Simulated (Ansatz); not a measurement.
## WS2 (layers cut from the bulk crystal): converging the G0W0 gap

Aim: see how the G0W0 gap of WS2 (layers cut from the bulk crystal) on PBE moves with empty bands and screening cutoff, and what each rung costs.

Program: Ansatz 0.2.0. Level of theory: G0W0 on PBE, plane waves, PAW; PAW set soft_1. Results are calculated unless marked as measured.

### Step 1. Set-up

The cell holds 6 atoms: 4 S and 2 W. Cell: a = 3.157 Å, b = 3.157 Å, c = 41.700 Å, α = 90.0°, β = 90.0°, γ = 120.0°. It derives from WS2. Regions: layer 1, 3 atoms (2 S and 1 W); layer 2, 3 atoms (2 S and 1 W). Vacuum lies along c.

Coordinates:

```cif
data_structure
_symmetry_space_group_name_H-M 'P 1'
_symmetry_Int_Tables_number 1
_cell_length_a 3.1571
_cell_length_b 3.1571
_cell_length_c 41.7000
_cell_angle_alpha 90.000
_cell_angle_beta 90.000
_cell_angle_gamma 120.000
_cell_volume 359.95
loop_
_atom_site_label
_atom_site_type_symbol
_atom_site_fract_x
_atom_site_fract_y
_atom_site_fract_z
_atom_site_occupancy
S1 S 0.66667 0.33333 0.38926 1
W2 W 0.33333 0.66667 0.42706 1
S3 S 0.66667 0.33333 0.46482 1
S4 S 0.33333 0.66667 0.53518 1
W5 W 0.66667 0.33333 0.57294 1
S6 S 0.33333 0.66667 0.61074 1
```

The structure was relaxed with PBE-D3(BJ). The runs that relaxed it are not among those shown. Spin-orbit coupling is left out unless a step names it. The Coulomb interaction is cut off across the vacuum.

### Step 2. 191 empty bands, screening to 38 eV

G0W0 replaces the xc potential by the self-energy, built once from these orbitals. Only a window of levels is corrected, while the sums run over the empty bands that the input names. This step takes PAW set soft_1 files.

File input.yaml:

```yaml
crystal:
  lattice:
    - [3.1571023011, 0.0, 0.0]
    - [-1.5785511505, 2.7341307951, 0.0]
    - [0.0, 0.0, 41.7]
  atoms:
    - { symbol: S, position: [0.6666666667, 0.3333333333, 0.3892577191] }
    - { symbol: W, position: [0.3333333333, 0.6666666667, 0.4270625379] }
    - { symbol: S, position: [0.6666666667, 0.3333333333, 0.4648236041] }
    - { symbol: S, position: [0.3333333333, 0.6666666667, 0.5351763959] }
    - { symbol: W, position: [0.6666666667, 0.3333333333, 0.5729374621] }
    - { symbol: S, position: [0.3333333333, 0.6666666667, 0.6107422809] }
  periodic: [true, true, false]
kpoints:
  mp_grid: { grid: [9, 9, 1] }
hamiltonian:
  xc: pbe
  pseudopotentials: { kind: paw, azcp: { folder: soft_1 } }
scf:
  occupations: { method: fixed }
gw:
  n_empty_bands: 191
  ecut_chi: 38
  qp_bands: [v2, c2]
  qp_kpoints: band_edges
  screening: { model: contour_deformation }
```

On the command line:

```console
> ansatz run input.yaml --threads 2 --pin off --max-ram 73728MiB --backend cuda --events-out ev --progress --plain --runs-dir out --devices 1 --max-vram 13GiB
```

Numbers of over 12 decimals in the logs are rounded to 6 here.

Log:

```text
GPUs: using 1 of 1 available (devices: 1).
Engine: ansatz 0.2.0, x86_64-unknown-linux-gnu
Pseudopotentials: kind: paw
Pseudopotential: S, paw, valence charge 6, recommended cutoff 420 eV (normal), soft_1/S.paw.azcp
Pseudopotential: W, paw, valence charge 14, recommended cutoff 420 eV (normal), soft_1/W.paw.azcp
Functional definition: PBE
  parameter kappa = 0.804
  parameter beta = 0.066725
  exchange = pbe_x(kappa = kappa, mu = beta*pi^2/3)
  correlation = pbe_c(beta = beta)
device memory: the entry about to start is reckoned to put 2.4 GiB on a device that reports 42.1 GiB free (of which the cap on the GPU budget leaves the run 13.0 GiB)
GPU FFT provider: cuFFT
GPU libraries: cuBLAS 13.8.2, cuFFT 12.4.0, cuSOLVER 12.3.4
Crystal: 6 atoms, lattice volume = 359.952 Å³
Basis set: ecut = 420 eV, 6919 PW (Γ)
Bands: 32, of which v1, the nominal top of the filled ones, is band 26 counted from 1 (25 counted from 0)
Symmetry: 12 space group operations
Space group: P-3m1 (ITA 164), of the structure as read, at distance tolerance 7.1e-5 Å
k-points: 12 of 81
Non-local potential: S, projectors of the file, l = 0: 2, l = 1: 2, l = 2: 1
Non-local potential: W, projectors of the file, l = 0: 3, l = 1: 2, l = 2: 2, l = 3: 1
PAW form: soft (Blöchl's): semilocal exchange-correlation on the pseudo side does not see the compensation charge
PAW one-centre angular grid: S, 110 points (default); XC on 64 Gauss nodes
PAW one-centre angular grid: W, 590 points (default); XC on 64 Gauss nodes
Initial density: superposition of atomic densities (neutral atoms: chi_scale 0, normalization atom)
Initial wavefunctions: pseudopotential atomic-orbital guess
GPU buffer pool allocated for 165888 grid points (all kernels)
GPU transforms: local potential and band sums: pruned to the plane-wave sphere, on 24×24×288
Functional: x = pbe(κ = 0.804, μ = 0.219515), c = pbe(β = 0.066725)
SCF iter   1: F=—  HF=-24385.790705 eV  |F-HF|=—  |Δ(HF+E_count)|=         —  Δρ=2.55e-2  dr2=2.64e0  ethr=3.10e-3  ⟨swp⟩=7.4  Hψ=2429  notcnv=0  defer=31
preconditioner: auto → Resta (q_TF=auto, 1.976 Å⁻¹)  ε∞=2.8  [insulator: Δε(μ)=1.443 eV  Ē_g=8.746 eV  n_scr=26 (ndim 8)  ℏωp=11.7 eV  f_vac=0.687  ε∞_Penn≈2.8  vacuum switching on, ρ_ref=5.5e-3 e/Å³]
SCF iter   2: F=—  HF=-24385.092309 eV  |F-HF|=—  |Δ(HF+E_count)|=   6.98e-1  Δρ=1.08e-2  dr2=6.36e-1  ethr=3.10e-3  ⟨swp⟩=3.8  Hψ=1000  notcnv=0  defer=36
SCF iter   3: F=—  HF=-24385.013188 eV  |F-HF|=—  |Δ(HF+E_count)|=   7.91e-2  Δρ=6.49e-3  dr2=2.06e-1  ethr=1.22e-3  ⟨swp⟩=3.8  Hψ=761  notcnv=0  defer=43
SCF iter   4: F=—  HF=-24384.980799 eV  |F-HF|=—  |Δ(HF+E_count)|=   3.24e-2  Δρ=1.85e-3  dr2=8.51e-3  ethr=3.97e-4  ⟨swp⟩=3.8  Hψ=865  notcnv=0  defer=45
SCF iter   5: F=—  HF=-24384.981757 eV  |F-HF|=—  |Δ(HF+E_count)|=   9.58e-4  Δρ=4.11e-4  dr2=1.24e-3  ethr=1.64e-5  ⟨swp⟩=3.8  Hψ=939  notcnv=0  defer=48
SCF iter   6: F=—  HF=-24384.981704 eV  |F-HF|=—  |Δ(HF+E_count)|=   5.25e-5  Δρ=1.06e-4  dr2=1.64e-4  ethr=2.38e-6  ⟨swp⟩=3.5  Hψ=873  notcnv=0  defer=48
SCF iter   7: F=—  HF=-24384.981741 eV  |F-HF|=—  |Δ(HF+E_count)|=   3.73e-5  Δρ=1.13e-4  dr2=4.11e-4  ethr=3.16e-7  ⟨swp⟩=3.5  Hψ=824  notcnv=0  defer=47  recentre
SCF iter   8: F=—  HF=-24384.981702 eV  |F-HF|=—  |Δ(HF+E_count)|=   3.96e-5  Δρ=4.84e-5  dr2=2.77e-5  ethr=3.16e-7  ⟨swp⟩=2.7  Hψ=539  notcnv=0  defer=47
SCF iter   9: F=—  HF=-24384.981702 eV  |F-HF|=—  |Δ(HF+E_count)|=   5.91e-7  Δρ=1.16e-5  dr2=3.41e-6  ethr=5.32e-8  ⟨swp⟩=3.6  Hψ=797  notcnv=0  defer=44
SCF iter  10: F=—  HF=-24384.981702 eV  |F-HF|=—  |Δ(HF+E_count)|=   1.58e-7  Δρ=5.04e-6  dr2=3.79e-7  ethr=6.56e-9  ⟨swp⟩=2.8  Hψ=714  notcnv=0  defer=44
SCF iter  11: F=-24384.981702 eV  HF=-24384.981702 eV  |F-HF|=2.58e-8  |Δ(HF+E_count)|=   2.86e-8  Δρ=1.53e-6  dr2=2.90e-8  ethr=1.92e-10  ⟨swp⟩=13.9  Hψ=2135  notcnv=0
SCF 1 converged in 11 iterations: F = -24384.981702 eV  dr2 = 2.90e-8
  greatest PAW one-centre occupation: 0.999 electrons in one spin orbital (limit 2), on the W atom at site 4 (counted from 0), in its partial waves of l = 0
device memory: the entry about to start is reckoned to put 2.6 GiB (of the 2.8 GiB reckoned in all, the device holds 0.2 GiB already) on a device that reports 43.0 GiB free (of which the cap on the GPU budget leaves the run 12.8 GiB)
NSCF: frozen V_eff on 12 k-points, pencils in batches of 32, up to order 128
the band table was solved once the SCF had ended and its energy, with any forces and stress, was formed, with the checks that follow a solve (2376 applications of the Hamiltonian). They found nothing against the state; the energy, forces and stress were not computed again (output.eigenvalues in the input reference)
device memory: the entry about to start is reckoned to put 3.2 GiB on a device that reports 43.7 GiB free (of which the cap on the GPU budget leaves the run 13.0 GiB)
NSCF: frozen V_eff on 12 k-points
G₀W₀ screening: q 1/12
[... further progress lines ...]
device memory: the entry about to start is reckoned to put 1.2 GiB on a device that reports 49.6 GiB free (of which the cap on the GPU budget leaves the run 13.0 GiB)
NSCF: frozen V_eff on 1 k-points
SCF converged after 11 iterations
Free energy (F): -24384.981702 eV
Harris-Foulkes:  -24384.981702 eV  (|F-HF|=2.58e-8)
Internal energy: -24384.981702 eV  (E = F + TS)
E sigma→0 (E₀):  -24384.981702 eV
Fermi energy:    -5.266277 eV
--- Per-component energies (eV) ---
  E_band       = -1244.909707
  E_kinetic    = 1269.300381
  E_local      = -191946.142274  (includes V_loc(G=0)·N_el)
  E_nonlocal   = 87.687239
  E_hartree    = 95251.067266
  E_xc         = -892.229234
  E_vxc        = -795.319534  (∫ρ·V_xc dr)
  E_paw        = -19589.425896  (= ΣΔE_a)
  E_vpaw       = -362.554035  (= ΣTr[D̂ρ^β])
  E_aug_tail   = 0.000309  (compensation charges beyond the density's cutoff)
  E_ewald      = 91434.760507
  E_smearing   = -0.000000  (= −TS)
  E_closure    = 0.000000  (closes the sum)
  Σ components = -24384.981702   (vs F -24384.981702, Δ=0.00e0)
--- Band table (eV; the first three rows and the last of 12) ---
  k-point 0: bands = [... 22 lower, -7.2440, -7.2440, -6.0147, -5.2663, -2.7681, -2.7681, -2.7502, -2.7502, ... 2 higher]
  k-point 1: bands = [... 22 lower, -7.2043, -6.8469, -6.0607, -5.5699, -3.0839, -2.9688, -2.8912, -2.8677, ... 2 higher]
  k-point 2: bands = [... 22 lower, -7.4625, -7.0667, -6.4532, -6.3817, -3.5728, -3.1523, -3.1464, -3.0071, ... 2 higher]
  k-point 11: bands = [... 22 lower, -8.0860, -8.0860, -5.7589, -5.6388, -3.7598, -3.7598, -2.7652, -2.0899, ... 2 higher]
--- G₀W₀: contour deformation, 7 samples at zero and on the imaginary axis and 2 off it, 81 q-points, 191 empty bands' worth ---
  eigenvalues of the whole cell's RPA ε∞ on this k-mesh (on a slab, of 1 + 4πα/V) = 1.2414, 4.7738, 4.7738; static W/v taken at q = 0 is 0.383788
  bands read: the sum over 217 bands ends inside a degenerate multiplet in 1 slot, whose members it reads at an even weight; the widest, k=11: bands 217 to 218 (counted from 1) at 1/2 each
  gw.qp_kpoints: band_edges: 9 of 12 stored k-points solved, in 1 pass; an edge of the gap read off the rows below is read off those points alone
    valence top: of the k-points left out ik 8 came nearest to being solved in a further pass, in band 26 (counted from 1, as in the quasiparticle table): it holds the edge there only if its correction is more favourable than any solved in that band by at least 0.944 eV; those differ by 0.103 eV
    conduction bottom: of the k-points left out ik 3 came nearest to being solved in a further pass, in band 27 (counted from 1, as in the quasiparticle table): it holds the edge there only if its correction is more favourable than any solved in that band by at least 0.545 eV; those differ by 0.198 eV
    ik  band        ε_KS         Σx   Σc(E_QP)       V_xc       Z   E_QP_lin       E_QP  E_QP is
     0    25     -6.0147   -18.2272     1.3353   -17.0117  0.7518    -5.8951    -5.8949  root
     0    26     -5.2663   -19.1057     1.1098   -18.2602  0.7584    -5.0029    -5.0020  root
     0    27     -2.7681   -13.7990    -3.5673   -18.3712  0.7555    -1.7373    -1.7632  root
     0    28     -2.7681   -13.7990    -3.5673   -18.3712  0.7555    -1.7373    -1.7632  root
     1    25     -6.0607   -18.5578     1.3889   -17.3122  0.7513    -5.9178    -5.9175  root
     1    26     -5.5699   -19.1536     1.2526   -18.1476  0.7566    -5.3242    -5.3233  root
     1    27     -3.0839   -13.4266    -3.3696   -17.6938  0.7525    -2.1654    -2.1864  root
     1    28     -2.9688   -13.4593    -3.4433   -17.8270  0.7520    -2.0213    -2.0443  root
     2    25     -6.4532   -18.9719     1.5803   -17.5553  0.7476    -6.2901    -6.2896  root
     2    26     -6.3817   -19.0508     1.5620   -17.6679  0.7493    -6.2032    -6.2026  root
     2    27     -3.5728   -13.0899    -3.3134   -17.2228  0.7603    -2.7386    -2.7533  root
     2    28     -3.1523   -13.3718    -3.4402   -17.6844  0.7543    -2.2604    -2.2800  root
     5    25     -6.2680   -19.0531     1.5169   -17.7070  0.7490    -6.0977    -6.0972  root
     5    26     -6.1219   -19.1858     1.4662   -17.9287  0.7519    -5.9134    -5.9127  root
     5    27     -3.6035   -13.1533    -3.2091   -17.1930  0.7603    -2.7580    -2.7729  root
     5    28     -3.2472   -13.4693    -3.3626   -17.7281  0.7551    -2.3312    -2.3510  root
     6    25     -6.6448   -19.3767     1.7307   -17.8247  0.7459    -6.4668    -6.4661  root
     6    26     -6.6009   -19.4243     1.7022   -17.9059  0.7462    -6.4177    -6.4170  root
     6    27     -3.8154   -13.2893    -3.2204   -17.3238  0.7626    -2.9880    -3.0015  root
     6    28     -3.3867   -13.7680    -3.4018   -18.0657  0.7562    -2.4717    -2.4909  root
     7    25     -6.5371   -18.8797     1.7679   -17.2499  0.7512    -6.3994    -6.3991  root
     7    26     -6.4611   -19.0727     1.7083   -17.5264  0.7514    -6.2996    -6.2991  root
     7    27     -3.3382   -14.1765    -3.5160   -18.5670  0.7559    -2.4457    -2.4637  root
     7    28     -2.9892   -14.7871    -3.6298   -19.3510  0.7489    -2.0305    -2.0550  root
[...]
10    25     -6.1363   -18.6454     1.2476   -17.5886  0.7548    -5.9461    -5.9455  root
    10    26     -6.0208   -18.9098     1.2131   -17.9209  0.7555    -5.7973    -5.7966  root
    10    27     -3.3293   -15.5496    -3.3577   -19.8371  0.7529    -2.3789    -2.3994  root
    10    28     -3.2173   -15.8269    -3.3979   -20.1847  0.7512    -2.2341    -2.2573  root
    11    25     -5.7589   -18.6475     0.9285   -17.9457  0.7580    -5.5329    -5.5322  root
    11    26     -5.6388   -18.9187     0.8933   -18.2900  0.7583    -5.3751    -5.3742  root
    11    27     -3.7598   -15.8446    -3.1142   -19.9125  0.7591    -2.7874    -2.8061  root
    11    28     -3.7598   -15.8446    -3.1142   -19.9125  0.7591    -2.7874    -2.8061  root
```

Elapsed: 23 s, on 1 × NVIDIA H100 80GB HBM3 (shared by 6 runs) with 2 threads of AMD EPYC 7R13 (Zen 3), shared host; peak memory 1.6 GiB; 31 s of CPU time.

This step gave:

```yaml
bands_summed: 217
plane_waves_in_the_screening_matrix: 215
q_points_in_the_mesh: 81
g0w0_gap_on_the_mesh: 2.000 eV
k_of_the_valence_top: 0, 0, 0
k_of_the_conduction_bottom: 0.1111, 0.2222, 0
starting_gap_on_the_mesh: 1.451 eV
z_at_the_valence_top: 0.7584
z_at_the_conduction_bottom: 0.7626
least_direct_g0w0_gap_on_the_computed_points: 2.568 eV
```

The gap on the mesh goes from 1.45 eV to 2.00 eV, a correction of +0.55 eV. Between the two edge states, bare exchange in place of the xc potential would open the gap by 4.88 eV, and correlation takes back 4.33 eV.

### Step 3. 478 empty bands, screening to 70 eV

Bands and screening cutoff are moved together, since each hides the error of the other.

input.yaml, as its differences from that of step 2:

```diff
@@ -20,5 +20,6 @@
   occupations: { method: fixed }
+  convergence: { dr2_threshold: 1.0e-10 }
 gw:
-  n_empty_bands: 191
-  ecut_chi: 38
+  n_empty_bands: 478
+  ecut_chi: 70.0
   qp_bands: [v2, c2]
```

Log:

```text
GPUs: using 1 of 1 available (devices: 1).
[...]
GPU FFT provider: cuFFT
GPU libraries: cuBLAS 13.8.2, cuFFT 12.4.0, cuSOLVER 12.3.4
Crystal: 6 atoms, lattice volume = 359.952 Å³
Basis set: ecut = 420 eV, 6919 PW (Γ)
Bands: 32, of which v1, the nominal top of the filled ones, is band 26 counted from 1 (25 counted from 0)
[... 1 set-up line as in the run before ...]
[...]
k-points: 12 of 81
[...]
GPU buffer pool allocated for 165888 grid points (all kernels)
[...]
SCF iter   1: F=—  HF=-24385.790705 eV  |F-HF|=—  |Δ(HF+E_count)|=         —  Δρ=2.55e-2  dr2=2.64e0  ethr=3.10e-3  ⟨swp⟩=7.4  Hψ=2429  notcnv=0  defer=31
[...]
SCF iter  14: F=-24384.981702 eV  HF=-24384.981702 eV  |F-HF|=2.04e-10  |Δ(HF+E_count)|=  6.55e-11  Δρ=2.40e-8  dr2=3.23e-12  ethr=1.00e-12  ⟨swp⟩=12.9  Hψ=2086  notcnv=0
SCF 1 converged in 14 iterations: F = -24384.981702 eV  dr2 = 3.23e-12
[...]
NSCF: frozen V_eff on 12 k-points, pencils in batches of 32, up to order 128
[...]
NSCF: frozen V_eff on 12 k-points
G₀W₀ screening: q 1/12
[... further progress lines ...]
[...]
SCF converged after 14 iterations
Free energy (F): -24384.981702 eV
[...]
Internal energy: -24384.981702 eV  (E = F + TS)
E sigma→0 (E₀):  -24384.981702 eV
Fermi energy:    -5.266244 eV
[...]
--- Band table (eV; the first three rows and the last of 12) ---
  k-point 0: bands = [... 22 lower, -7.2440, -7.2440, -6.0147, -5.2662, -2.7681, -2.7681, -2.7502, -2.7502, ... 2 higher]
  k-point 1: bands = [... 22 lower, -7.2043, -6.8469, -6.0607, -5.5699, -3.0839, -2.9688, -2.8912, -2.8677, ... 2 higher]
  k-point 2: bands = [... 22 lower, -7.4625, -7.0667, -6.4532, -6.3817, -3.5728, -3.1523, -3.1464, -3.0071, ... 2 higher]
  k-point 11: bands = [... 22 lower, -8.0860, -8.0860, -5.7589, -5.6388, -3.7598, -3.7598, -2.7651, -2.0899, ... 2 higher]
[...]
0    25     -6.0147   -18.2272     1.0452   -17.0117  0.7451    -6.1855    -6.1850  root
     0    26     -5.2662   -19.1057     0.7730   -18.2602  0.7503    -5.3387    -5.3386  root
     0    27     -2.7681   -13.7989    -3.9036   -18.3712  0.7476    -2.0891    -2.0995  root
     0    28     -2.7681   -13.7989    -3.9036   -18.3712  0.7476    -2.0891    -2.0995  root
     1    25     -6.0607   -18.5579     1.0904   -17.3122  0.7443    -6.2164    -6.2160  root
     1    26     -5.5699   -19.1536     0.9218   -18.1476  0.7486    -5.6541    -5.6540  root
     1    27     -3.0839   -13.4266    -3.6886   -17.6938  0.7443    -2.4976    -2.5053  root
     1    28     -2.9688   -13.4593    -3.7605   -17.8271  0.7441    -2.3527    -2.3615  root
[...]
11    25     -5.7589   -18.6476     0.6023   -17.9458  0.7510    -5.8585    -5.8583  root
    11    26     -5.6388   -18.9187     0.5571   -18.2900  0.7510    -5.7104    -5.7104  root
    11    27     -3.7598   -15.8446    -3.4748   -19.9125  0.7512    -3.1603    -3.1667  root
    11    28     -3.7598   -15.8446    -3.4748   -19.9125  0.7512    -3.1603    -3.1667  root
```

The job ended after 58 s (1 × NVIDIA H100 80GB HBM3 (shared by 6 runs) with 2 threads; peak memory 2.4 GiB).

Numbers from this step:

| Property | Result |
| --- | --- |
| bands summed | 504 |
| plane waves in the screening matrix | 477 |
| q-points in the mesh | 81 |
| G0W0 gap on the mesh | 2.042 eV |
| k of the valence top | 0, 0, 0 |
| k of the conduction bottom | 0.1111, 0.2222, 0 |
| starting gap on the mesh | 1.451 eV |
| Z at the valence top | 0.7503 |
| Z at the conduction bottom | 0.7557 |
| least direct G0W0 gap on the computed points | 2.544 eV |

Against the run with 9×9×1 mesh, 191 empty bands, screening to 38 eV, PAW set soft_1 files, the gap moves by +0.04 eV.

### Step 4. The runs together

Times are wall times on 1 × NVIDIA H100 80GB HBM3 (shared by 6 runs) with 2 threads of AMD EPYC 7R13 (Zen 3), shared host, good to a factor of about two.

```tsv
mesh	files	frequency	bands summed	cutoff (eV)	start (eV)	G0W0 (eV)	time	host memory (GiB)
9×9×1	PAW set soft_1	contour deformation	217	38	1.451	2.000	23 s	1.6
9×9×1	PAW set soft_1	contour deformation	504	70	1.451	2.042	58 s	2.4
```

How the two edges are built up, in eV (the quasiparticle level is the starting level plus Σx plus Σc less Vxc):

```tsv
run	edge	start	Σx	Σc	Vxc	Z	QP
217 bands	valence top	-5.27	-19.11	1.11	-18.26	0.76	-5.00
217 bands	conduction bottom	-3.82	-13.29	-3.22	-17.32	0.76	-3.00
504 bands	valence top	-5.27	-19.11	0.77	-18.26	0.75	-5.34
504 bands	conduction bottom	-3.82	-13.29	-3.52	-17.32	0.76	-3.30
```

### Step 5. Outcome

| Item | Value |
| --- | --- |
| 217 bands, 38 eV | 2.000 eV |
| 504 bands, 70 eV | 2.042 eV |
| estimated limit in bands and cutoff | 2.07 eV |
| mesh and start | 9×9×1, PBE |

**Reading.** A line in one over the bands through the two rungs gives 2.07 eV, +0.03 eV from the top rung; with two points alone it is an unchecked estimate. The rungs stand 0.07 eV (217 bands) and 0.03 eV (504 bands) from it. From 217 to 504 bands the gap moves by +0.04 eV while the time grows 2.5-fold. Σc changes by −0.34 eV at the valence top and −0.30 eV at the conduction bottom, so the levels themselves move more than the gap between them. The 9×9×1 mesh misses a band edge: over a band path and its finer mesh (run apart) the PBE gap is 1.35 eV, so the G0W0 gap over the zone may lie about 0.10 eV below its value on the mesh. The mesh in the plane is coarse for a sheet; gap and any exciton binding can still move on denser ones. The many-body steps are scalar-relativistic: spin-orbit coupling is not in them.

[Paths, hosts, dates, memory and timing lines, banners, echoed tables and standing remarks are left out of the program output.]

[Logs are printed without paths, hosts, clocks, repeated set-up lines and the standing remarks that a program may print on its own settings, such as how far it seeks lower states.]

[Runs of the session that timed out or met a known fault of the program may be left out.]

[Cells called generated may have been cut or substituted from an entry of the Crystallography Open Database or the Materials Project.]

[Hosts, paths, dates, database ids (printed as entryN), source tags and the programs' standing remarks are cut or masked in the printed files.]
